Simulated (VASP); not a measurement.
# BaTe (Pm-3m) in VASP: further runs

The runs below take BaTe through single point, with PBE.

Everything below comes from runs of VASP 6.6.1. Logs are shortened: lines on timing, memory, paths and dates and some standing lists are left out, and cuts for length are marked.

## 1. Starting point

Symmetry: Pm-3m, No. 221, cubic system. The conventional cell has a = 4.262 Å, b = 4.262 Å, c = 4.262 Å, α = 90.00°, β = 90.00°, γ = 90.00°. Ba (site symmetry m-3m) has 8 Te at 3.69 Å as nearest neighbours. Around Te (site symmetry m-3m) lie 8 Ba at 3.69 Å.

The cell comes from a database or a generator and needn't be the stable form of this composition.

## 2. Single point, PBE

Contents of INCAR:

```
SYSTEM = BaTe
PREC     = Accurate       ! precision mode
ENCUT    = 500            ! plane-wave cutoff, eV
EDIFF    = 1E-7           ! SCF threshold, eV
ISMEAR   = 0              ! smearing method
SIGMA    = 0.02           ! smearing width, eV
LREAL    = .False.        ! projectors in reciprocal space
LASPH    = .True.         ! aspherical terms in the spheres
NELM     = 100            ! most SCF steps
ALGO     = Fast           ! electronic algorithm
ISIF     = 2              ! what is computed and relaxed
LWAVE    = .False.        ! write WAVECAR
LCHARG   = .False.        ! write CHGCAR
GGA      = PE             ! functional
NBANDS   = 15             ! bands
```

Contents of KPOINTS:

```
Automatic mesh
0
Gamma
  4 4 4
  0 0 0
```

Contents of POSCAR:

```
BaTe
1.0
    4.2624660000      0.0000000000      0.0000000000
    0.0000000000      4.2624660000      0.0000000000
    0.0000000000      0.0000000000      4.2624660000
Ba Te
1 1
Direct
    0.0000000000      0.0000000000      0.0000000000
    0.5000000000      0.5000000000      0.5000000000
```

Potentials or basis: VASP PAW PBE potentials, release 64 (Ba_sv_GW, Te_GW).

The run is started by

```
$ cat potpaw_PBE.64/Ba_sv_GW/POTCAR potpaw_PBE.64/Te_GW/POTCAR > POTCAR
$ mpirun -np 1 vasp_std > vasp.out
```

OUTCAR:

```text
SYSTEM = BaTe
   PREC = Accurate
   ENCUT = 500
   EDIFF = 1E-7
   ISMEAR = 0
   LREAL = .False.
   LASPH = .True.
   NELM = 100
   ISIF = 2
   GGA = PE

 ion  position               nearest neighbor table
   1  0.000  0.000  0.000-
   2  0.500  0.500  0.500-

  LATTYP: Found a simple cubic cell.
 ALAT       =     4.2624660000

  Lattice vectors:

 A1 = (   4.2624660000,   0.0000000000,   0.0000000000)
 A2 = (   0.0000000000,   4.2624660000,   0.0000000000)
 A3 = (   0.0000000000,   0.0000000000,   4.2624660000)

Analysis of symmetry for initial positions (statically):
=====================================================================
 Subroutine PRICEL returns:
 Original cell was already a primitive cell.

 Routine SETGRP: Setting up the symmetry group for a
 simple cubic supercell.

 Subroutine GETGRP returns: Found 48 space group operations
 (whereof 48 operations were pure point group operations)
 out of a pool of 48 trial point group operations.

The static configuration has the point symmetry O_h .

Analysis of symmetry for dynamics (positions and initial velocities):
=====================================================================
 Subroutine PRICEL returns:
 Original cell was already a primitive cell.

 Routine SETGRP: Setting up the symmetry group for a
 simple cubic supercell.

 Subroutine GETGRP returns: Found 48 space group operations
 (whereof 48 operations were pure point group operations)
 out of a pool of 48 trial point group operations.

The dynamic configuration has the point symmetry O_h .

 Subroutine INISYM returns: Found 48 space group operations
 (whereof 48 operations are pure point group operations),
 and found     1 'primitive' translations

----------------------------------------------------------------------------------------

                                     Primitive cell

  volume of cell :      77.4431

  direct lattice vectors                    reciprocal lattice vectors
     4.262466000  0.000000000  0.000000000     0.234605977  0.000000000  0.000000000
     0.000000000  4.262466000  0.000000000     0.000000000  0.234605977  0.000000000
     0.000000000  0.000000000  4.262466000     0.000000000  0.000000000  0.234605977

  length of vectors
     4.262466000  4.262466000  4.262466000     0.234605977  0.234605977  0.234605977

  position of ions in fractional coordinates (direct lattice)
     0.000000000  0.000000000  0.000000000
[... 74 lines left out ...]
   NELECT =      16.0000    total number of electrons
   NUPDOWN=      -1.0000    fix difference up-down
   EMIN   =  10.00;   EMAX   =-10.00  energy-range for DOS
   EFERMI =   0.00;   METHOD = LEGACY
   ISMEAR =     0;   SIGMA  =   0.02  broadening in eV -4-tet -1-fermi 0-gaus
   EFERMI_NEDOS =   21; number of points for ismear=-14 and -15
   IALGO  =     68    algorithm
   IMIX   =      4    mixing-type and parameters
     AMIX     =   0.40;   BMIX     =  1.00
     AMIX_MAG =   1.60;   BMIX_MAG =  1.00
  volume/ion in A,a.u.               =      38.72       261.31
  Fermi-wavevector in a.u.,A,eV,Ry     =   0.967804  1.828884 12.743813  0.936644
  Thomas-Fermi vector in A             =   2.097720
   LORBIT       =      0    0 simple, 1 ext, 2 COOP (PROOUT), +10 PAW based schemes
   GGA     = PE    functional components
   LHFCALC =     F    Hartree Fock is set to
   AEXX    =    0.0000 exact exchange contribution
   IVDW    =     0    specifies the selected vdW correction
   LEPSILON=     F    determine dielectric tensor
   LRPA    =     F    only Hartree local field effects (RPA)
 non-spin polarized calculation
 RMM-DIIS sequential band-by-band and
 Gauss-broadening in eV      SIGMA  =   0.02
  energy-cutoff  :      500.00
  volume of cell :       77.44
 maximum number of plane-waves:      1986
 NGX is ok and might be reduce to    32
   NGX = 15   NGY = 15   NGZ = 15

 number of electron      15.9999997 magnetization

 Free energy of the ion-electron system (eV)
  ---------------------------------------------------
  ext. energy  EPLUGINS =         0.00000000
  ---------------------------------------------------
  free energy    TOTEN  =        -9.65730481 eV

  energy without entropy =       -9.65730481  energy(sigma->0) =       -9.65730481

 E-fermi :   5.2832     XC(G=0):  -8.9253

 val. band max:        5.1293845700   @ k =   0.5000   0.5000   0.0000
 cond. band min:       5.9911544686   @ k =   0.0000   0.0000   0.0000
 fundamental gap:      0.8617698986
 Fermi energy:         5.2831801857

 k-point     1 :       0.0000    0.0000    0.0000
  band No.  band energies     occupation
      1     -22.9086      2.00000
      2      -7.9446      2.00000
      3      -7.9446      2.00000
      4      -7.9446      2.00000
      5      -5.1707      2.00000
      6       4.7816      2.00000
      7       4.7816      2.00000
      8       4.7816      2.00000
      9       5.9912      0.00000
     10       5.9912      0.00000
     11       7.5614      0.00000
     12       9.7369      0.00000
     13       9.7369      0.00000
     14       9.7369      0.00000
[... 149 lines left out ...]
      2      -8.2118      2.00000
      3      -8.2118      2.00000
      4      -8.2118      2.00000
      5      -4.2482      2.00000
      6       2.3022      2.00000
      7       2.3022      2.00000
      8       2.3022      2.00000
      9       9.8590      0.00000
     10       9.8590      0.00000
     11       9.8590      0.00000
     12      11.4595      0.00000
     13      11.4596      0.00000
     14      11.4622      0.00000
     15      11.5351      0.00000

------------------------ aborting loop because EDIFF is reached ----------------------------------------

  FORCE on cell =-STRESS in cart. coord.  units (eV):
  Direction    XX          YY          ZZ          XY          YZ          ZX
  --------------------------------------------------------------------------------------
  -------------------------------------------------------------------------------------
  Total       -0.1429700     -0.1429700     -0.1429700      0.0000000      0.0000000     -0.0000000
  in kB       -2.9578258     -2.9578258     -2.9578258      0.0000000      0.0000000     -0.0000000
  external PRESSURE =      -2.9578258 kB  Pullay stress =       0.0000000 kB

 VOLUME and BASIS-vectors are now :
 -----------------------------------------------------------------------------
  energy-cutoff  :      500.00
  volume of cell :       77.44
      direct lattice vectors                 reciprocal lattice vectors
     4.262466000  0.000000000  0.000000000     0.234605977  0.000000000  0.000000000
     0.000000000  4.262466000  0.000000000     0.000000000  0.234605977  0.000000000
     0.000000000  0.000000000  4.262466000     0.000000000  0.000000000  0.234605977

 POSITION                                       TOTAL-FORCE (eV/Angst)
 -----------------------------------------------------------------------------------
      0.00000      0.00000      0.00000         0.000000      0.000000      0.000000
      2.13123      2.13123      2.13123         0.000000      0.000000      0.000000
 -----------------------------------------------------------------------------------
    total drift:                                0.000000      0.000000     -0.000000

  FREE ENERGIE OF THE ION-ELECTRON SYSTEM (eV)
  ---------------------------------------------------
  free  energy   TOTEN  =        -9.6573048067 eV

  energy  without entropy=       -9.6573048067  energy(sigma->0) =       -9.65730481
```

OSZICAR:

```text
N       E                     dE             d eps       ncg     rms          rms(c)
DAV:   1     0.128788230726E+03    0.12879E+03   -0.55345E+03   300   0.886E+02
DAV:   2     0.414865184628E+01   -0.12464E+03   -0.11661E+03   388   0.278E+02
DAV:   3    -0.958761315975E+01   -0.13736E+02   -0.13381E+02   504   0.925E+01
DAV:   4    -0.101639498294E+02   -0.57634E+00   -0.57512E+00   464   0.190E+01
DAV:   5    -0.101688422180E+02   -0.48924E-02   -0.48889E-02   466   0.175E+00    0.304E+00
RMM:   6    -0.972553288697E+01    0.44331E+00   -0.39358E-01   418   0.314E+00    0.166E+00
RMM:   7    -0.965496687883E+01    0.70566E-01   -0.37536E-01   455   0.297E+00    0.710E-01
RMM:   8    -0.965904228138E+01   -0.40754E-02   -0.43177E-02   442   0.159E+00    0.199E-01
RMM:   9    -0.965688982946E+01    0.21525E-02   -0.19975E-02   481   0.768E-01    0.429E-02
RMM:  10    -0.965744078372E+01   -0.55095E-03   -0.54152E-03   506   0.371E-01    0.581E-02
RMM:  11    -0.965731101503E+01    0.12977E-03   -0.56117E-04   496   0.176E-01    0.200E-02
RMM:  12    -0.965730080800E+01    0.10207E-04   -0.15320E-04   500   0.872E-02    0.877E-03
RMM:  13    -0.965730458414E+01   -0.37761E-05   -0.29425E-05   507   0.319E-02    0.681E-03
RMM:  14    -0.965730457676E+01    0.73881E-08   -0.76278E-06   461   0.158E-02    0.141E-03
RMM:  15    -0.965730473769E+01   -0.16094E-06   -0.18876E-06   445   0.885E-03    0.160E-03
RMM:  16    -0.965730480665E+01   -0.68960E-07   -0.41975E-07   370   0.900E-03
   1 F= -.96573048E+01 E0= -.96573048E+01  d E =-.110250E-28
```

Wall time 26 s (1 thread of Intel Xeon Platinum 8375C at 2.90GHz (Ice Lake), shared host); peak memory 0.18 GiB.

Results:

- Free energy: -9.6573 eV
- Pressure: -0.3 GPa
- Band gap on the k mesh: 0.86 eV, indirect (least direct gap 1.06 eV)

Caveat: spin-orbit coupling is left out, which moves the levels of the heavy elements.

(Part 1 of 3 ends here.)
